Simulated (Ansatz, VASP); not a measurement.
## Two plane-wave programs on Nb

Contents of INCAR:

```
  ALGO = Normal
  EDIFF = 1E-6
  ENCUT = 520
  GGA = CA
  ISIF = 2
  ISMEAR = 0
  LASPH = T
  LCHARG = T
  LELF = T
  LREAL = F
  LVHAR = T
  LWAVE = F
  NBANDS = 12
  NELM = 100
  PREC = Accurate
  SIGMA = 1.0
```

File KPOINTS:

```
k-points
0
Gamma
  14 14 14
```

File POSCAR:

```
Nb
1.0
   -1.6231103068      1.6231103068      1.6231103068
    1.6231103068     -1.6231103068      1.6231103068
    1.6231103068      1.6231103068     -1.6231103068
Nb
1
Direct
    0.0000000000      0.0000000000      0.0000000000
```

Input for Ansatz:

```yaml
crystal:
  lattice:
    - [-1.6231103068, 1.6231103068, 1.6231103068]
    - [1.6231103068, -1.6231103068, 1.6231103068]
    - [1.6231103068, 1.6231103068, -1.6231103068]
  atoms:
    - { symbol: Nb, position: [0.0, 0.0, 0.0] }
hamiltonian:
  xc: lda
  pseudopotentials:
    kind: paw
    azcp:
      Nb: "pseudopotentials/Nb.paw.azcp"
basis:
  ecutwfc: 420
  fft_grid_basis: typed
kpoints:
  mp_grid: { grid: [14, 14, 14], shift: [0, 0, 0] }
magnetization:
  spin_polarized: false
scf:
  occupations: { method: gaussian, width: 1.0 }
  lower_state_search: "off"
output:
  stress: true
```

Alike in both runs: task single point; functional LDA; k mesh 14 × 14 × 14; occupations gaussian, width 1 eV; no spin polarisation.

|  | VASP | Ansatz |
| --- | --- | --- |
| version | VASP 6.6.1 | Ansatz 0.2.0 |
| potentials or method | VASP PAW LDA potentials, release 64 (Nb_sv) | plane waves (420 eV) with PAW, scalar-relativistic |
| plane-wave cutoff (eV) | 520 | 420 |
| valence electrons in the cell | 13 | 13 |

Ansatz gave:

```
pressure (GPa) : 3.2
```

Which values does VASP return?

Pressure (GPa): 3.1.

Ansatz warned: «pseudo_functional_mismatch».
